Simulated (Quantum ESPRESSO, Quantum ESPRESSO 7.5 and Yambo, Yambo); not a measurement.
## How the form of the self-energy moves the gap of AlN (P6_3mc)

How much does the gap of AlN (P6_3mc) depend on the approximation to the self-energy?

Method: PBE and many-body steps on it, plane waves, in Quantum ESPRESSO 7.5 and Yambo 5.3.0.

The database entry behind the starting cell differs from later determinations by our own check (inner coordinate u about 0.002 short), so it need not match the best structure at ambient conditions.

## 1. Starting point

Symmetry: P6_3mc, No. 186, hexagonal system. Conventional cell: a = 3.113 Å, b = 3.113 Å, c = 4.981 Å, α = 90.00°, β = 90.00°, γ = 120.00°. Al has 4 N at 1.89 Å nearest. N has 4 Al at 1.89 Å nearest. Farther neighbours and most contacts between anions are not listed.

The cell and positions come from the Crystallography Open Database and are kept as given unless a step says otherwise.

## 2. Empty states on the mesh, 3×3×4 mesh, 501 bands

This step: Quantum ESPRESSO 7.5; DFT, PBE, plane waves, norm-conserving pseudopotentials.

The sums over transitions need many empty states on a uniform mesh; this step solves for them.

pw.in

```
&control
  calculation = 'nscf'
  prefix = 'x'
  outdir = 'o'
  pseudo_dir = 'pseudo'
/
&system
  ibrav = 0
  nat = 4
  ntyp = 2
  ecutwfc = 72.0
  nbnd = 501
  force_symmorphic = .true.
/
&electrons
  conv_thr = 1e-9
  electron_maxstep = 80
  diago_full_acc = .true.
  diago_thr_init = 5e-6
/
ATOMIC_SPECIES
  Al 26.982 Al.upf
  N 14.007 N.upf
CELL_PARAMETERS angstrom
  3.1130000000 -0.0000000000 0.0000000000
  -1.5565000000 2.6959370820 0.0000000000
  0.0000000000 0.0000000000 4.9810000000
ATOMIC_POSITIONS crystal
  Al 0.3333333333 0.6666666667 0.0000000000
  Al 0.6666666667 0.3333333333 0.5000000000
  N 0.3333333333 0.6666666667 0.3800000000
  N 0.6666666667 0.3333333333 0.8800000000
K_POINTS automatic
  3 3 4 0 0 0
```

Command:

```sh
> OMP_NUM_THREADS=1 mpirun -n 4 pw.x -nk 4 -in pw.in > pw.out
```

Log:

```text
Program PWSCF v.7.5 starts

     This program is part of the open-source Quantum ESPRESSO suite
     for quantum simulation of materials; please cite
         "P. Giannozzi et al., J. Phys.:Condens. Matter 21 395502 (2009);
         "P. Giannozzi et al., J. Phys.:Condens. Matter 29 465901 (2017);
         "P. Giannozzi et al., J. Chem. Phys. 152 154105 (2020);
     in publications or presentations arising from this work. More details at

     Atomic positions and unit cell read from directory:
     o/x.save/

     Message from routine setup:
[...]
76.5466  76.5466  76.9146  76.9146  76.9146  76.9146  77.7650  77.7650
     [... 51 further rows ...]
   278.7178 278.7178 279.2420 279.2420 281.1891 281.1891 288.7114 288.7114
   288.7114 288.7114 292.1299 292.1299 294.2788

          k = 0.0000 0.3849 0.0000 (  2892 PWs)   bands (ev):

     [... further k-points ...]

     highest occupied, lowest unoccupied level (ev):     7.1067   11.3272

     XML data file, pseudopotentials, collected wavefunctions

=------------------------------------------------------------------------------=
   JOB DONE.
=------------------------------------------------------------------------------=
```

The job ended after 86 s (4 MPI ranks of Arm Neoverse V1, shared host; peak memory 0.82 GiB).

Numbers from this step:

```
gap                                                           : 4.221 eV
k of the valence top                                          : 0, 0, 0
k of the conduction bottom                                    : 0, 0, 0
least direct gap                                              : 4.221 eV
k points computed                                             : 10
lowest point of the top converged band, above the valence top : 281.1048 eV
```

On this mesh the gap is 4.221 eV.

The density comes from a self-consistent run that is not shown.

## 3. Conversion and set-up

This step: Yambo 5.3.0; conversion and set-up on PBE, plane waves, norm-conserving pseudopotentials.

The states are converted to the many-body program's format and the q mesh is built.

Command:

```sh
> (cd o/x.save; p2y > p2y.log; mv SAVE ../..); yambo > setup.log
```

Log:

```text
 Yambo, version 5.3.0

 [02] CORE Variables Setup
 =========================

  [02.01] Unit cells
  ==================

  Cell kind             :  HCP
  Atoms in the cell     :  Al  N
  number of Al atoms    :  2
  number of N  atoms    :  2

  List of atomic masses
  Mass of Al    :  26.98200
  Mass of N     :  14.00700

  List of atomic coordinates    : [cc]
  Al1       : -0.29414E-09   3.3964       0.0000      order 1
  Al2       :  2.941359  1.698194  4.706363  order 2
  N1       : -0.29414E-09   3.3964       3.5768      order 3
[...]
IBZ Q-points                                      :  10
 BZ  Q-points                                      :   36

 K/Q-points units:
 rlu = crystal or reduced units; cc = cartesian coordinates; iku = interal k-units

 Q [ 1]         [rlu]:  0.000000  0.000000  0.000000
 Q [ 2]         [rlu]:  0.000000  0.000000  0.250000
 Q [ 3]         [rlu]:  0.000000  0.000000 -0.500000
[...]
Q [ 8]         [rlu]:  0.333333  0.333333  0.250000
 Q [ 9]         [rlu]:  0.333333  0.333333 -0.500000
 Q [10]         [rlu]:  0.40821E-19 -0.33333      0.25000

  [03.01] X indexes
  =================

   [03.01.01] Sigma indexes
   ========================

 [06] Game Over & Game summary
```

Run time: 2.2 s. Hardware: 1 MPI rank; peak memory 0.23 GiB.

## 4. G0W0, Godby-Needs plasmon pole

Now the one-shot GW correction: screening in the RPA, then the self-energy of the levels asked for.

This step: G0W0 on PBE, plane waves, norm-conserving pseudopotentials.

gw2.in

```
HF_and_locXC
gw0
dyson
ppa
em1d
rim_cut
RandQpts= 1000000
RandGvec= 1 RL
EXXRLvcs= 72 Ry
VXCRLvcs= 288 Ry
Chimod= "HARTREE"
% BndsRnXp
 1 | 209 |
%
NGsBlkXp= 17 Ry
% LongDrXp
 1 | 1 | 1 |
%
% GbndRnge
 1 | 209 |
%
DysSolver= "n"
ExtendOut
PPAPntXp= 27.21138 eV
% QPkrange
 1 | 1 | 7 | 10 |
%
```

Command:

```sh
> OMP_NUM_THREADS=1 mpirun -n 4 yambo -F gw2.in -J gw2 -C gw2 > gw2.log
```

Log:

```text
 Yambo, version 5.3.0

 [02] CORE Variables Setup
 =========================

  [... cell, symmetries and grids as in the set-up ...]

  [02.05] Energies & Occupations
  ==============================

  [X] === General ===
  [X] Electronic Temperature                        :  0.000000  0.000000 [eV K]
  [X] Bosonic    Temperature                        :  0.000000  0.000000 [eV K]
  [X] Finite Temperature mode                       : no
  [X] El. density                                   :  0.38275E+24 [cm-3]
  [X] Fermi Level                                   :  7.106664 [eV]

  [X] === Gaps and Widths ===
  [X] Conduction Band Min                           :  4.220509 [eV]
  [X] Valence Band Max                              :  0.000000 [eV]
  [X] Filled Bands                                  :   8
  [X] Empty Bands                                   :     9   501
  [X] Direct Gap                                    :  4.220509 [eV]
  [X] Direct Gap localized at k                     :  1
  [X] Indirect Gap                                  :  4.220509 [eV]
  [X] Indirect Gap between kpts                     :  1  1
  [X] Last valence band width                       :  2.371270 [eV]
  [X] 1st conduction band width                     :  3.218767 [eV]

 [03] Transferred momenta grid and indexing
 ==========================================

 IBZ Q-points                                      :  10
 BZ  Q-points                                      :   36

 K/Q-points units:
 rlu = crystal or reduced units; cc = cartesian coordinates; iku = interal k-units

 Q [ 1]         [rlu]:  0.000000  0.000000  0.000000
 Q [ 2]         [rlu]:  0.000000  0.000000  0.250000
 Q [ 3]         [rlu]:  0.000000  0.000000 -0.500000
 Q [ 4]         [rlu]: -0.40821E-19  0.33333       0.0000
 Q [ 5]         [rlu]: -0.40821E-19  0.33333      0.25000
 Q [ 6]         [rlu]: -0.40821E-19  0.33333     -0.50000
 Q [ 7]         [rlu]:  0.333333  0.333333  0.000000
 Q [ 8]         [rlu]:  0.333333  0.333333  0.250000
 Q [ 9]         [rlu]:  0.333333  0.333333 -0.500000
 Q [10]         [rlu]:  0.40821E-19 -0.33333      0.25000

 [04] Coloumb potential Random Integration (RIM)
 ===============================================

  [04.01] RIM initialization
  ==========================

  * Diagonal components only detected *

  8 x (sBL volume)        :  0.195400 [a.u.]
  sBZ random points       :  1000000
  Points outside the sBZ  :   7994252
  RL volume               :  0.879301 [a.u.]
  Integrated volume       :  0.879933 [a.u.]

  [04.02] RIM integrals
  =====================

  Gamma point sphere radius             :  0.105259 [a.u.]
  Points outside the sphere             :   811608
  [Int_sBZ(q=0) 1/q^2]*(Vol_sBZ)^(-1/3) =:  7.236165
                                 should be <:  7.795600

  Summary of Coulomb integrals for non-metallic bands |Q|[au] RIM/Bare

  Q [1] 0.100000E-4 0.928237 * Q [2] 0.166880 0.646012
  Q [3] 0.333760 0.872534 * Q [4] 0.411102 1.143679
  Q [10] 0.443682 1.087027 * Q [5] 0.443682 1.086663
  Q [6] 0.529529 1.022105 * Q [7] 0.712050 1.044470
  Q [8] 0.731344 1.037865 * Q [9] 0.786391 1.024498

 [WARNING] [Xp] User bands 1-209 break level degeneracy

 [05] Dipoles
 ============

  [05.01] Setup: observables and procedures
  =========================================

  [WARNING] [x,Vnl] slows the Dipoles computation. To neglect it rename the ns.kb_pp file

 [06] Dynamic Dielectric Matrix (PPA)
 ====================================

 [WR./gw2//ndb.pp]---------------------------------------------------------------
  Brillouin Zone Q/K grids (IBZ/BZ)                :   10   36   10   36
  RL vectors                                       :   3777 [WF]
  Coulomb cutoff potential                         : none
  Electronic Temperature                           :  0.000000 [K]
  Bosonic    Temperature                           :  0.000000 [K]
  PPA    diel. fun.  energies                      : Perdew, Burke & Ernzerhof(X)+Perdew, Burke & Ernzerhof(C)
  wavefunctions                                    : Perdew, Burke & Ernzerhof(X)+Perdew, Burke & Ernzerhof(C)
  Global Gauge                                     : length
  X matrix size                                    :   325
  X band range                                     :    1  209
  X e/h energy range                               : -1.000000 -1.000000 [eV]
  X Time ordering                                  : R
  X Hxc Kernel                                     : HARTREE
  X Drude frequency                                :  0.000000  0.000000
  X poles                                          :  100.0000 [o/o]
  RL vectors in the sum                            :   3777
  [r,Vnl] included                                 : yes
  Field direction                                  :  0.577350E-5  0.577350E-5  0.577350E-5
  BZ energy Double Grid                            : no
  BZ energy DbGd points                            : 0
  BZ Q point size factor                           : -1.000000
  X Optical Averaged directions                    : none

 [07] Local Exchange-Correlation + Non-Local Fock
 ================================================

 [VXC] Plane waves :  23187
 [EXS] Plane waves :  2875

 QP @ state[ 1 ] K range:  1  1
 QP @ state[ 1 ] b range:   7  10

 [xc] Functional : Perdew, Burke & Ernzerhof(X)+Perdew, Burke & Ernzerhof(C)
 [xc] LIBXC used to calculate xc functional
  PP Number of Atomic Species                      :  2
  NLCC RL compoments                               :  23187
  PP Number of Atomic Species                      :  2
  NLCC RL compoments                               :  23187

 [xc] E_xc :  -6.931593 [Ha]
      E_xc :  -13.86319 [Ry]

  Local XC kind (lXC) : Perdew, Burke & Ernzerhof(X)+Perdew, Burke & Ernzerhof(C)
  Non-Local XC kind (nlXC) : Hartree-Fock

  Corrections @ K [1] :  [eV]
 <7|nlXC|7> = -21.12496 -0.14039E-16 <7|lXC|7> = -16.99289  0.37763E-15
 <8|nlXC|8> = -20.86447 -0.20802E-16 <8|lXC|8> = -17.08523  0.18882E-15
 <9|nlXC|9> = -7.867130 -0.16316E-17 <9|lXC|9> = -12.50474 -0.56645E-15
 <10|nlXC|10> = -5.604894  0.83243E-18 <10|lXC|10> = -10.79204  0.18882E-15

 [08] Dyson equation: Newton solver
 ==================================

  [08.01] G0W0 (W PPA)
  ====================

  [  GW  ] Bands range     :    1  209
  [GW/PPA] G damping       :  0.100000 [eV]

  QP @ state[ 1 ] K range:  1  1
  QP @ state[ 1 ] b range:   7  10

   Sc/G bands                                       :    1  209
   Sc/G damping                                     :  0.100000 ev
   Sc bands terminator                              : no
   Sx RL components                                 :  2875

   QP @ state[ 1 ] K range                          :  1  1
   QP @ state[ 1 ] b range                          :   7  10
   GF energies kind                                 : Perdew, Burke & Ernzerhof(X)+Perdew, Burke & Ernzerhof(C)
   GF WF`s kind                                     : Perdew, Burke & Ernzerhof(X)+Perdew, Burke & Ernzerhof(C)
   Xs energies kind                                 : Perdew, Burke & Ernzerhof(X)+Perdew, Burke & Ernzerhof(C)
   Xs WF`s kind                                     : Perdew, Burke & Ernzerhof(X)+Perdew, Burke & Ernzerhof(C)

 [11] Game Over & Game summary
```

The job ended after 87 s (4 MPI ranks; peak memory 1.6 GiB; 5.7 min of CPU time).

Numbers from this step:

| Quantity | Value |
| --- | --- |
| G0W0 gap on the points computed | 5.605 eV |
| starting gap on the mesh | 4.221 eV |
| k of the valence top | 0, 0, 0 |
| k of the conduction bottom | 0, 0, 0 |
| least direct G0W0 gap on the computed points | 5.605 eV |
| Z at the valence top | 0.7924 |
| Z at the conduction bottom | 0.8190 |

The gap on the mesh goes from 4.22 eV to 5.60 eV, a correction of +1.38 eV.

## 5. One-shot COHSEX

This step: one-shot COHSEX on PBE, plane waves, norm-conserving pseudopotentials.

gw4.in

```
HF_and_locXC
gw0
dyson
cohsex
em1s
rim_cut
RandQpts= 1000000
RandGvec= 1 RL
EXXRLvcs= 72 Ry
VXCRLvcs= 288 Ry
Chimod= "HARTREE"
% BndsRnXs
 1 | 209 |
%
NGsBlkXs= 17 Ry
% LongDrXs
 1 | 1 | 1 |
%
% GbndRnge
 1 | 209 |
%
DysSolver= "n"
ExtendOut
% QPkrange
 1 | 1 | 7 | 10 |
%
```

Command:

```sh
> OMP_NUM_THREADS=1 mpirun -n 4 yambo -F gw4.in -J gw4 -C gw4 > gw4.log
```

Log:

```text
 Yambo, version 5.3.0

 [02] CORE Variables Setup
 =========================

  [... cell, symmetries and grids as in the set-up ...]

  [02.05] Energies & Occupations
  ==============================

  [X] === General ===
  [X] Electronic Temperature                        :  0.000000  0.000000 [eV K]
  [X] Bosonic    Temperature                        :  0.000000  0.000000 [eV K]
  [X] Finite Temperature mode                       : no
  [X] El. density                                   :  0.38275E+24 [cm-3]
  [X] Fermi Level                                   :  7.106664 [eV]

  [X] === Gaps and Widths ===
  [X] Conduction Band Min                           :  4.220509 [eV]
  [X] Valence Band Max                              :  0.000000 [eV]
  [X] Filled Bands                                  :   8
  [X] Empty Bands                                   :     9   501
  [X] Direct Gap                                    :  4.220509 [eV]
  [X] Direct Gap localized at k                     :  1
  [X] Indirect Gap                                  :  4.220509 [eV]
  [X] Indirect Gap between kpts                     :  1  1
  [X] Last valence band width                       :  2.371270 [eV]
  [X] 1st conduction band width                     :  3.218767 [eV]

 [03] Transferred momenta grid and indexing
 ==========================================

 IBZ Q-points                                      :  10
 BZ  Q-points                                      :   36

 K/Q-points units:
 rlu = crystal or reduced units; cc = cartesian coordinates; iku = interal k-units

 Q [ 1]         [rlu]:  0.000000  0.000000  0.000000
 Q [ 2]         [rlu]:  0.000000  0.000000  0.250000
 Q [ 3]         [rlu]:  0.000000  0.000000 -0.500000
[...]
BZ Q point size factor                           : -1.000000
  X Optical Averaged directions                    : none

 [07] Local Exchange-Correlation + Non-Local Fock
 ================================================

 [VXC] Plane waves :  23187
 [EXS] Plane waves :  2875

 QP @ state[ 1 ] K range:  1  1
 QP @ state[ 1 ] b range:   7  10

 [xc] Functional : Perdew, Burke & Ernzerhof(X)+Perdew, Burke & Ernzerhof(C)
 [xc] LIBXC used to calculate xc functional
  PP Number of Atomic Species                      :  2
  NLCC RL compoments                               :  23187
  PP Number of Atomic Species                      :  2
  NLCC RL compoments                               :  23187

 [xc] E_xc :  -6.931593 [Ha]
      E_xc :  -13.86319 [Ry]

  Local XC kind (lXC) : Perdew, Burke & Ernzerhof(X)+Perdew, Burke & Ernzerhof(C)
  Non-Local XC kind (nlXC) : Hartree-Fock

  Corrections @ K [1] :  [eV]
 <7|nlXC|7> = -21.12496 -0.14039E-16 <7|lXC|7> = -16.99289  0.37763E-15
 <8|nlXC|8> = -20.86447 -0.20802E-16 <8|lXC|8> = -17.08523  0.18882E-15
 <9|nlXC|9> = -7.867130 -0.16316E-17 <9|lXC|9> = -12.50474 -0.56645E-15
 <10|nlXC|10> = -5.604894  0.83243E-18 <10|lXC|10> = -10.79204  0.18882E-15

 [08] Dyson equation: Newton solver
 ==================================

 [Newton] Sc step       :  0.100000 [eV]
 [Newton] Sc steps      :  1

  [08.01] G0W0 (COHSEX)
  =====================

  [  GW  ] Bands range     :   1  10

  QP @ state[ 1 ] K range:  1  1
  QP @ state[ 1 ] b range:   7  10

   Sc Empty Bands                                   : no
   Sc bands terminator                              : no
   Sx RL components                                 :  2875

   QP @ state[ 1 ] K range                          :  1  1
   QP @ state[ 1 ] b range                          :   7  10
   GF WF`s kind                                     : Perdew, Burke & Ernzerhof(X)+Perdew, Burke & Ernzerhof(C)
   Xs energies kind                                 : Perdew, Burke & Ernzerhof(X)+Perdew, Burke & Ernzerhof(C)
   Xs WF`s kind                                     : Perdew, Burke & Ernzerhof(X)+Perdew, Burke & Ernzerhof(C)

 [11] Game Over & Game summary
```

It took 48 s on 4 MPI ranks; peak memory 1.6 GiB.

This step gave:

```yaml
quasiparticle_gap_on_the_points_computed: 7.251 eV
starting_gap_on_the_mesh: 4.221 eV
k_of_the_valence_top: 0, 0, 0
k_of_the_conduction_bottom: 0, 0, 0
least_direct_quasiparticle_gap_on_the_computed_points: 7.251 eV
z_at_the_valence_top: 1
z_at_the_conduction_bottom: 1
```

Against G0W0 in Yambo (3×3×4 mesh, 209 bands, screening to 231.3 eV, Godby-Needs plasmon pole), the gap moves by +1.646 eV.

## 6. One-shot Hartree-Fock

This step: one-shot Hartree-Fock on PBE, plane waves, norm-conserving pseudopotentials.

gw5.in

```
HF_and_locXC
rim_cut
RandQpts= 1000000
RandGvec= 1 RL
EXXRLvcs= 72 Ry
VXCRLvcs= 288 Ry
% QPkrange
 1 | 1 | 7 | 10 |
%
```

Command:

```sh
> OMP_NUM_THREADS=1 mpirun -n 4 yambo -F gw5.in -J gw5 -C gw5 > gw5.log
```

Log:

```text
 Yambo, version 5.3.0

 [02] CORE Variables Setup
 =========================

  [... cell, symmetries and grids as in the set-up ...]

  [02.05] Energies & Occupations
  ==============================

  [X] === General ===
  [X] Electronic Temperature                        :  0.000000  0.000000 [eV K]
  [X] Bosonic    Temperature                        :  0.000000  0.000000 [eV K]
  [X] Finite Temperature mode                       : no
  [X] El. density                                   :  0.38275E+24 [cm-3]
[...]
NLCC RL compoments                               :  23187
  PP Number of Atomic Species                      :  2
  NLCC RL compoments                               :  23187

 [xc] E_xc :  -6.931593 [Ha]
      E_xc :  -13.86319 [Ry]

  Local XC kind (lXC) : Perdew, Burke & Ernzerhof(X)+Perdew, Burke & Ernzerhof(C)
  Non-Local XC kind (nlXC) : Hartree-Fock

  Corrections @ K [1] :  [eV]
 <7|nlXC|7> = -21.12496 -0.14039E-16 <7|lXC|7> = -16.99289  0.37763E-15
 <8|nlXC|8> = -20.86447 -0.20802E-16 <8|lXC|8> = -17.08523  0.18882E-15
 <9|nlXC|9> = -7.867130 -0.16316E-17 <9|lXC|9> = -12.50474 -0.56645E-15
 <10|nlXC|10> = -5.604894  0.83243E-18 <10|lXC|10> = -10.79204  0.18882E-15

 [08] Game Over & Game summary
```

It took 2 s on 4 MPI ranks; peak memory 0.31 GiB; 7.7 s of CPU time.

Numbers from this step:

```
quasiparticle gap on the mesh                         : 12.64 eV
starting gap on the mesh                              : 4.221 eV
k of the valence top                                  : 0, 0, 0
k of the conduction bottom                            : 0, 0, 0
least direct quasiparticle gap on the computed points : 12.64 eV
```

Against G0W0 in Yambo (3×3×4 mesh, 209 bands, screening to 231.3 eV, Godby-Needs plasmon pole), the gap moves by +7.033 eV.

## 7. The runs together

Times are wall times on 4 MPI ranks of Arm Neoverse V1, shared host, good to a factor of about two.

```tsv
run	mesh	bands	screening cutoff (eV)	DFT gap (eV)	gap on the mesh (eV)	direct (eV)	time
G0W0, Godby-Needs plasmon pole	3×3×4	209	231.3	4.221	5.605	5.605	87 s
one-shot COHSEX	3×3×4	209	231.3	4.221	7.251	7.251	48 s
one-shot Hartree-Fock	3×3×4	-	-	4.221	12.637	12.637	2 s
```

## 8. Summary of results

```
G0W0, Godby-Needs plasmon pole : 5.605 eV
one-shot COHSEX                : 7.251 eV
one-shot Hartree-Fock          : 12.637 eV
known limits                   : not at the basis limit; coarse k mesh
```

**Reading.** One-shot COHSEX: +1.646 eV against G0W0, Godby-Needs plasmon pole. One-shot Hartree-Fock: +7.033 eV against G0W0, Godby-Needs plasmon pole. Bare exchange alone opens the gap to 12.64 eV; against G0W0, correlation takes back 7.03 eV. Static COHSEX lies above G0W0: it lacks the factor Z and overstates the Coulomb hole of the filled states. Bands and cutoff are finite, so the gap is not at the basis limit. The miss can reach some tenths of an eV and take either sign; the mesh is an error of its own. The 3×3×4 mesh is coarse for this cell, which bears on the long-range parts of exchange and screening.

[Paths, hosts, dates, memory and timing lines, banners, echoed tables and standing remarks are left out of the program output.]

[Logs are printed without paths, hosts, clocks, repeated set-up lines and the standing remarks that a program may print on its own settings, such as how far it seeks lower states.]

[Runs of the session that timed out or met a known fault of the program may be left out.]

[Hosts, paths, dates, database ids (printed as entryN), source tags and the programs' standing remarks are cut or masked in the printed files.]
